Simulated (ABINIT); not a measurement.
Ni:

```xyz
2
Lattice="2.4480 0.0000 0.0000 -1.2240 2.1201 0.0000 0.0000 0.0000 4.0728" Properties=species:S:1:pos:R:3 pbc="T T T"
Ni    1.2240    0.7067    3.0546
Ni    0.0000    1.4134    1.0182
```

This isn't the form of Ni at room conditions, which is fcc.

Program: ABINIT 10.8.3 (patched build). Alike in all runs: task single point; potentials or basis JTH PAW PBE v2.0; spin collinear, ferromagnetic start; cell as given; k mesh 8 × 8 × 5; cutoff (eV) 1333; smearing fermi-dirac 0.05 eV; the mesh is coarse, so values aren't converged.

Order these runs on this cell by their pressure, lowest first.
A. level WC
B. level BLYP
C. level LDA
D. level revPBE
E. level AM05

C (-10.0 GPa), E (-3.2 GPa), A (-1.3 GPa), D (12.0 GPa), B (18.0 GPa).

Caveats: all runs use coarse meshes; the PAW data sets were made with another functional, which shifts forces and pressure a little.

Runs at the PBE level aren't shown here.
